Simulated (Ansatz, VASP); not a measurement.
## Al: VASP beside Ansatz

INCAR

```
ALGO = Fast
EDIFF = 1E-6
ENCUT = 520
GGA = PS
ISIF = 2
ISMEAR = 0
LASPH = T
LCHARG = T
LELF = T
LREAL = F
LVHAR = T
LWAVE = F
NBANDS = 8
NELM = 100
PREC = Accurate
SIGMA = 0.1
```

KPOINTS

```
k-points
0
Gamma
  8 8 8
```

Contents of POSCAR:

```
Al
1.0
    0.0000000000      2.0248050000      2.0248050000
    2.0248050000      0.0000000000      2.0248050000
    2.0248050000      2.0248050000      0.0000000000
Al
1
Direct
    0.0000000000      0.0000000000      0.0000000000
```

Input for Ansatz:

```yaml
crystal:
  lattice:
    - [0.0, 2.024805, 2.024805]
    - [2.024805, 0.0, 2.024805]
    - [2.024805, 2.024805, 0.0]
  atoms:
    - { symbol: Al, position: [0.0, 0.0, 0.0] }
basis:
  ecutwfc: 420
kpoints:
  mp_grid: { grid: [8, 8, 8] }
hamiltonian:
  xc: pbesol
scf:
  occupations: { method: gaussian, width: 0.1 }
output:
  forces: true
  stress: true
  eigenvalues: true
```

Alike in both runs: task single point; functional PBEsol; k mesh 8 × 8 × 8; occupations gaussian, width 0.1 eV; no spin polarisation.

|  | VASP | Ansatz |
| --- | --- | --- |
| version | VASP 6.6.1 | Ansatz 0.2.0 |
| potentials or method | VASP PAW PBE potentials, release 64 (Al) | scalar-relativistic, plane waves, PAW |
| plane-wave cutoff (eV) | 520 | 420 |
| valence electrons in the cell | 3 | 3 |

```csv
,VASP,Ansatz,Ansatz less VASP
gap on the k mesh at the Fermi level (eV),none,none,-
pressure (GPa),-1.9,-1.9,-0.06
```

A gap of «none» marks a metal or a gap that the smearing closes.

Caveats: the PAW data sets were made with another functional, which shifts forces and pressure a little (VASP).
